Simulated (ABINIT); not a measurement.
The system is Si2W.

```
CELL_PARAMETERS angstrom
-1.60690 1.60690 3.91495
1.60690 -1.60690 3.91495
1.60690 1.60690 -3.91495
ATOMIC_POSITIONS crystal
W 0.00000 0.00000 0.00000
Si 0.66530 0.66530 0.00000
Si 0.33470 0.33470 0.00000
```

| Item | Value |
| --- | --- |
| Program | ABINIT 10.8.3 (patched build) |
| Task | single point |
| Functional | PBE |
| Potentials or basis | JTH PAW PBE v2.0 |
| Cutoff | 435 eV |
| k mesh | 12 × 12 × 12 |
| Occupations | fermi-dirac, width 0.05 eV |
| Spin | no spin polarisation |

On this cell: pressure 3.0 GPa; largest force 0.079 eV/Å; band gap on the k mesh none (metal or under the smearing width).

The same run follows on a disturbed copy (atoms moved at random, drawn with an rms of 0.05 Å):

```xyz
3
Lattice="-1.6069 1.6069 3.9150 1.6069 -1.6069 3.9150 1.6069 1.6069 -3.9150" Properties=species:S:1:pos:R:3 pbc="T T T"
W    -0.0037    0.0416   -0.0061
Si   -0.0323    0.0589    5.1936
Si   -0.0748   -0.0102    2.6451
```

What does the disturbed cell give?

The energy (extrapolated to zero smearing) moves by +16.0 meV/atom; pressure 3.9 GPa; largest force 0.967 eV/Å; band gap on the k mesh none (metal or under the smearing width).

Forces on the atoms (eV/Å):
```
W   -0.579 -0.215  0.212
Si   0.032 -0.296  0.400
Si   0.547  0.511 -0.612
```

Stress tensor (GPa, compression positive):
```
 3.73  0.50 -0.47
 0.50  3.78 -0.68
-0.47 -0.68  4.31
```
